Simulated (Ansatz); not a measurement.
# Sr: the cost of one run

Program: Ansatz 0.2.0. Level of theory: DFT PBE, scalar-relativistic, plane waves, PAW. These are calculated values, not measurements.

### 1 The structure to begin with

Symmetry: Pm-3m, No. 221, cubic system. The conventional cell has a = 7.523 Å, b = 7.523 Å, c = 7.523 Å, α = 90.00°, β = 90.00°, γ = 90.00°. Around Sr (site symmetry 4mm) lie 1 Sr at 2.70 Å.

Coordinates:

```cif
data_structure
_symmetry_space_group_name_H-M 'P 1'
_symmetry_Int_Tables_number 1
_cell_length_a 7.5232
_cell_length_b 7.5232
_cell_length_c 7.5232
_cell_angle_alpha 90.000
_cell_angle_beta 90.000
_cell_angle_gamma 90.000
_cell_volume 425.79
loop_
_atom_site_label
_atom_site_type_symbol
_atom_site_fract_x
_atom_site_fract_y
_atom_site_fract_z
_atom_site_occupancy
Sr1 Sr 0.00000 0.00000 0.32048 1
Sr2 Sr 0.00000 0.00000 0.67952 1
Sr3 Sr 0.00000 0.32048 0.00000 1
Sr4 Sr 0.00000 0.67952 0.00000 1
Sr5 Sr 0.32048 0.00000 0.00000 1
Sr6 Sr 0.67952 0.00000 0.00000 1
```

This is candidate A: random cell with space group Pm-3m (No. 221).

### 2 A loose first relaxation (candidate A)

input.yaml reads:

```yaml
crystal:
  lattice:
    - [7.5231530847, 0.0, 0.0]
    - [0.0, 7.5231530847, 0.0]
    - [0.0, 0.0, 7.5231530847]
  atoms:
    - { symbol: Sr, position: [0.0, 0.0, 0.32048] }
    - { symbol: Sr, position: [0.0, 0.0, 0.67952] }
    - { symbol: Sr, position: [0.0, 0.32048, 0.0] }
    - { symbol: Sr, position: [0.0, 0.67952, 0.0] }
    - { symbol: Sr, position: [0.32048, 0.0, 0.0] }
    - { symbol: Sr, position: [0.67952, 0.0, 0.0] }
basis:
  ecutwfc: 420
kpoints:
  mp_grid: { grid: [2, 2, 2] }
hamiltonian:
  xc: pbe
scf:
  occupations: { method: gaussian, width: 0.1 }
  lower_state_search: "off"
output:
  forces: true
  stress: true
  eigenvalues: true
relax:
  adjacent_minimum: "off"
  f_tol: 0.04
  max_steps: 70
  cell: { stress_tol: 0.4 }
```

What time and memory should one allow on 1 thread of an x86-64 CPU, shared host?

About 33 s, with a peak of 0.87 GiB.
